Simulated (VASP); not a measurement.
Here is a VASP 6.6.1 calculation.

Contents of INCAR:

```
PREC     = Accurate       # precision mode
ENCUT    = 600            # plane-wave cutoff, eV
EDIFF    = 1E-7           # SCF threshold, eV
ISMEAR   = 0              # smearing method
SIGMA    = 0.03           # smearing width, eV
LREAL    = F              # projectors in reciprocal space
LASPH    = T              # aspherical terms in the spheres
NELM     = 80             # most SCF steps
ALGO     = Normal         # electronic algorithm
ISIF     = 3              # what is computed and relaxed
LWAVE    = F              # write WAVECAR
LCHARG   = F              # write CHGCAR
GGA      = PS             # functional
IBRION   = 2              # ionic algorithm
NSW      = 90             # ionic steps
EDIFFG   = -0.005         # ionic threshold
```

The input KPOINTS:

```
Automatic mesh
0
Gamma
  8 8 8
```

The input POSCAR:

```
CdSe                                    
1.0
    0.0000000000      3.0462087289      3.0462087289
    3.0462087289      0.0000000000      3.0462087289
    3.0462087289      3.0462087289     -0.0000000000
  Cd              Se            
     1     1
Direct
     0.0000000000000000    0.0000000000000000    0.0000000000000000
     0.7500000000000000    0.7500000000000000    0.7500000000000000
```

Potentials or basis: VASP PAW PBE potentials, release 64 (Cd, Se).

Launch:

```bash
$ cat potpaw_PBE.64/Cd/POTCAR potpaw_PBE.64/Se/POTCAR > POTCAR
$ mpirun -np 1 vasp_std > vasp.out
```

(1) Predict the band gap on the k mesh.

Results:

(1) 0.47 eV, direct.

Caveat: the relaxation stopped at its first step, so nothing moved.
